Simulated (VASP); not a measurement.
Ni, 1 atom in the cell. Symmetry: Fm-3m, No. 225, cubic system. Conventional cell: a = 3.518 Å, b = 3.518 Å, c = 3.518 Å, α = 90.00°, β = 90.00°, γ = 90.00°. Ni (site symmetry m-3m) has 12 Ni at 2.49 Å as nearest neighbours. 

| Item | Value |
| --- | --- |
| Program | VASP 6.6.1 |
| Task | band structure |
| Functional | PBE |
| Potentials or basis | VASP PAW PBE potentials, release 64 (Ni) |
| Cutoff | 520 eV |
| k mesh | 20 × 20 × 20 |
| Occupations | methfessel-paxton, width 0.2 eV |
| Spin | collinear spin, ferromagnetic start |
| Starting moments | [0.8] μB |
| Further INCAR settings | ALGO = Normal; EDIFF = 1e-07; NBANDS = 15 |

Potentials or basis: VASP PAW PBE potentials, release 64 (Ni).

Run with:

```console
$ cat potpaw_PBE.64/Ni/POTCAR > POTCAR
$ mpirun -np 1 vasp_std > vasp.out
```

Hardware: 1 thread of Intel(R) Xeon(R) Platinum 8488C (Sapphire Rapids), with other jobs on the host.

Estimate the wall time of this run.

Run time: 89 s on 1 thread of Intel(R) Xeon(R) Platinum 8488C (Sapphire Rapids), on a shared host, peak memory 0.22 GiB. Counts: scf iterations 21, k points 256.
